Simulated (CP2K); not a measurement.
The system is Co.

```
CELL_PARAMETERS angstrom
4.94400 0.00000 0.00000
-1.23600 2.14081 0.00000
0.00000 0.00000 4.02114
ATOMIC_POSITIONS crystal
Co 0.33333 0.33333 0.75000
Co 0.83333 0.33333 0.75000
Co 0.16667 0.66667 0.25000
Co 0.66667 0.66667 0.25000
```

Base run:

| Item | Value |
| --- | --- |
| Program | CP2K 2026.2 |
| Functional | PBE |
| Potentials or basis | POTENTIAL_UZH Co GTH-PBE-q17; DZVP-MOLOPT-PBE-GTH basis |
| Density cutoff | 11565 eV |
| k mesh | 9 × 9 × 5 |
| Occupations | fermi-dirac, width 0.05 eV |
| Spin | collinear spin, zero start |
| Starting moments | [0.0, 0.0, 0.0, 0.0] μB |

Its results: band gap on the k mesh none (metal or under the smearing width); pressure -7.3 GPa; net moment 0.00 μB per cell; largest force 0.006 eV/Å.

Question: The run is repeated on the same cell with these changes: spin from collinear spin, zero start to collinear spin, antiferromagnetic start; moments at the start from [0.0, 0.0, 0.0, 0.0] to [2.0, -2.0, 2.0, -2.0]. What comes out?

Answer: Band gap on the k mesh none (metal or under the smearing width); pressure 0.2 GPa; net moment 0.00 μB per cell; site moments Co +1.25, -1.25 μB; largest force 0.077 eV/Å.

Caveats: the basis of atomic orbitals isn't converged, which shifts pressures, moduli and gaps.
